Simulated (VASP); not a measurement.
Crystal: Rh.

```
CELL_PARAMETERS angstrom
2.69235 0.00000 0.00000
-1.34617 2.33164 0.00000
0.00000 0.00000 4.39661
ATOMIC_POSITIONS crystal
Rh 0.33333 0.66667 0.25000
Rh 0.66667 0.33333 0.75000
```

This isn't the form of Rh at room conditions, which is fcc.

```yaml
Program: VASP 6.6.1
Task: relaxation of cell and atoms
Functional: PBEsol
Potentials_or_basis: VASP PAW PBE potentials, release 64 (Rh_pv)
Cutoff: 600 eV
k_mesh: 18 × 18 × 10
Occupations: gaussian, width 0.1 eV
Spin: no spin polarisation
```

At the start: pressure -5.2 GPa; volume 13.80 Å³/atom.

**Question.** Where does the relaxation end?

**Answer.** Over 13 steps the energy falls by 6.0 meV/atom and the volume is 13.54 Å³/atom (-1.9 %); space group P6_3/mmc (No. 194, to 0.05 Å).

Step by step:
```
step  energy change (eV)  largest force (eV/Å)  pressure (GPa)  volume (Å³)
   1              0.0000                0.0000           -5.19        27.60
   2              0.0453                0.0000           15.59        25.85
   3             -0.0105                0.0000            0.44        27.05
   4             -0.0119                0.0000           -0.06        27.09
   5             -0.0119                0.0000           -0.03        27.09
   6             -0.0119                0.0000           -0.02        27.09
   7             -0.0119                0.0000           -0.03        27.09
   8             -0.0119                0.0000            0.09        27.08
   9             -0.0119                0.0000           -0.04        27.09
  10             -0.0119                0.0000            0.04        27.08
  11             -0.0119                0.0000            0.03        27.09
  12             -0.0119                0.0000            0.02        27.09
  13             -0.0119                0.0000            0.01        27.09
```

Final structure:
```
CELL_PARAMETERS angstrom
2.68798 0.00000 0.00000
-1.34399 2.32786 0.00000
0.00000 0.00000 4.32875
ATOMIC_POSITIONS crystal
Rh 0.33333 0.66667 0.25000
Rh 0.66667 0.33333 0.75000
```

Caveat: the PAW data sets were made with another functional, which shifts forces and pressure a little.
